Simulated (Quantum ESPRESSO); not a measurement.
InP under changes of volume

One of the cells (25.167 Å³/atom); the others are scaled copies at fixed shape and fractional positions:

```
In P
1.0
     0.00000    2.93050    2.93050
     2.93050    0.00000    2.93050
     2.93050    2.93050    0.00000
In P
1 1
Direct
  0.00000 0.00000 0.00000
  0.75000 0.75000 0.75000
```

* Program: Quantum ESPRESSO 7.5
* Functional: PBE
* Potentials or basis: SSSP 1.3 efficiency PBE
* Cutoff: 748 eV
* Density cutoff: 5987 eV
* k mesh: 8 × 8 × 8
* Occupations: fermi-dirac, width 0.05 eV
* Spin: no spin polarisation

```tsv
volume (Å³/atom)	energy over the lowest point (meV/atom)	pressure (GPa)	gap on the mesh (eV)
23.657	?	?	?
24.160	44.90	6.7	0.94
24.663	26.41	5.0	0.83
25.167	13.20	3.4	0.72
25.670	4.70	2.0	0.61
26.173	0.44	0.7	0.50
26.677	0.00	-0.5	0.40
```

**Question.** What does the run at 23.657 Å³/atom give?

**Answer.** Energy over the lowest point 69.24 meV/atom; pressure 8.7 GPa; gap on the mesh 1.06 eV.

Worked out: A Birch-Murnaghan fit of order 3 (a polynomial in V^(-2/3)) to the other rows has its minimum at 26.49 Å³/atom with B0 = V·E''(V) = 60 GPa and B' = 4.7. It gives 69.24 meV/atom at 23.657 Å³/atom, against the run's 69.24, and -dE/dV = 8.8 GPa, against 8.7. A straight line through the other rows of the gap, of slope -5.48 eV per unit of ln V (its deformation potential), extrapolates to 1.06 eV, against the run's 1.06.

Energies are extrapolated to zero smearing.

Caveats: spin-orbit coupling is left out, which moves the levels of the heavy elements.
